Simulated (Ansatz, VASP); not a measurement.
## Two plane-wave programs on H

INCAR

```
SYSTEM = H
ALGO = Normal
EDIFF = 1E-6
EDIFFG = -0.02
ENCUT = 600
GGA = PE
IBRION = 2
ISIF = 3
ISMEAR = 0
IVDW = 12
LASPH = .TRUE.
LCHARG = .FALSE.
LREAL = .FALSE.
LWAVE = .FALSE.
NELM = 80
NSW = 90
PREC = Accurate
SIGMA = 0.02
```

KPOINTS

```
k-points
0
G
  8 8 4
  0 0 0
```

Contents of POSCAR:

```
H
1.0
    1.6485318600     -2.7316882300      0.0000000000
    1.6485318600      2.7316882300      0.0000000000
    0.0000000000      0.0000000000      6.3137686200
H
4
Direct
    0.5678085000      0.4321915000      0.9995149500
    0.4321915000      0.5678085000      0.0004850500
    0.4321915000      0.5678085000      0.4995149500
    0.5678085000      0.4321915000      0.5004850500
```

Input for Ansatz:

```yaml
crystal:
  lattice:
    - [1.64853186, -2.73168823, 0.0]
    - [1.64853186, 2.73168823, 0.0]
    - [0.0, 0.0, 6.31376862]
  atoms:
    - { symbol: H, position: [0.5678085, 0.4321915, 0.99951495] }
    - { symbol: H, position: [0.4321915, 0.5678085, 0.00048505] }
    - { symbol: H, position: [0.4321915, 0.5678085, 0.49951495] }
    - { symbol: H, position: [0.5678085, 0.4321915, 0.50048505] }
basis:
  ecutwfc: 420
kpoints:
  mp_grid: { grid: [8, 8, 4] }
hamiltonian:
  xc: pbe
  dispersion: d3bj
scf:
  occupations: { method: gaussian, width: 0.02 }
output:
  forces: true
  stress: true
  eigenvalues: true
relax:
  adjacent_minimum: "off"
  f_tol: 0.02
  max_steps: 70
  cell: { stress_tol: 0.03 }
```

Alike in both runs: task relaxation of cell and atoms; functional PBE; dispersion D3(BJ); k mesh 8 × 8 × 4; occupations gaussian, width 0.02 eV; no spin polarisation.

|  | VASP | Ansatz |
| --- | --- | --- |
| version | VASP 6.6.1 | Ansatz 0.2.0 |
| potentials or method | VASP PAW PBE potentials, release 64 (H) | scalar-relativistic, plane waves, PAW |
| plane-wave cutoff (eV) | 600 | 420 |
| valence electrons in the cell | 4 | 4 |

Ansatz gave:

| Quantity | Value |
| --- | --- |
| gap on the k mesh at the Fermi level, each at its own relaxed structure (eV) | 8.53 |
| relaxed volume (Å³/atom) | 14.27 |
| relaxed cell length with the largest relative difference (Å) | 6.364 |
| energy change over the relaxation (meV/atom) | -2 |

**Question.** Estimate VASP's values.

**Answer.** gap on the k mesh at the Fermi level, each at its own relaxed structure (eV): 8.21; relaxed volume (Å³/atom): 14.24; relaxed cell length with the largest relative difference (Å): 6.314; energy change over the relaxation (meV/atom): -1.

A k mesh can miss the band edges.
